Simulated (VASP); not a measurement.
Input of a VASP 6.6.1 run:

Contents of INCAR:

```
  PREC = Accurate
  ENCUT = 520
  EDIFF = 1E-6
  ISMEAR = -1
  SIGMA = 0.05
  LREAL = False
  LASPH = True
  NELM = 100
  ALGO = Fast
  ISIF = 2
  LWAVE = False
  LCHARG = True
  GGA = PE
  LELF = True
  LVHAR = True
  NBANDS = 21
```

KPOINTS

```
Automatic mesh
0
Gamma
  12 12 7
```

POSCAR

```
Pb
1.0
    3.4800006906      0.0000000000      0.0000000000
   -1.7400003453      3.0137690032      0.0000000000
    0.0000000000      0.0000000000      5.5900000000
Pb
2
Direct
    0.3333333333      0.6666666667      0.2500000000
    0.6666666667      0.3333333333      0.7589445438
```

Potentials or basis: VASP PAW PBE potentials, release 64 (Pb_d).

Launch:

```bash
$ cat potpaw_PBE.64/Pb_d/POTCAR > POTCAR
$ mpirun -np 1 vasp_std > vasp.out
```

(1) What does it give for the largest force?

(2) Estimate the band gap on the k mesh.

(3) What does it give for the pressure?

## Answers

(1) 0.151 eV/Å.

(2) none (metal or under the smearing width).

(3) 4.0 GPa.
